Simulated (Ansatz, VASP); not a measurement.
# BN: VASP beside Ansatz

```xyz
2
Lattice="0.0000 1.8130 1.8130 1.8130 0.0000 1.8130 1.8130 1.8130 0.0000" Properties=species:S:1:pos:R:3 pbc="T T T"
B     0.0000    0.0000    0.0000
N     2.7195    2.7195    2.7195
```

The cell is a database's computed one.

Alike in both runs: task relaxation of cell and atoms; functional PBE; k mesh 12 × 12 × 12; occupations gaussian, width 0.02 eV; no spin polarisation.

|  | VASP | Ansatz |
| --- | --- | --- |
| version | VASP 6.6.1 | Ansatz 0.2.0 |
| potentials or method | VASP PAW PBE potentials, release 64 (B, N) | scalar-relativistic, plane waves, PAW |
| plane-wave cutoff (eV) | 600 | 420 |
| valence electrons in the cell | 8 | 8 |

|  | VASP | Ansatz | Ansatz less VASP |
| --- | --- | --- | --- |
| gap on the k mesh at the Fermi level, each at its own relaxed structure (eV) | 4.45 | 4.46 | +0.012 |
| relaxed volume (Å³/atom) | 5.95 | 5.95 | +0.001 |
| relaxed cell length with the largest relative difference (Å) | 2.563 | 2.563 | +0.0001 |

A k mesh can miss the band edges. PBE gaps usually lie below the measured ones, often by a third to a half.
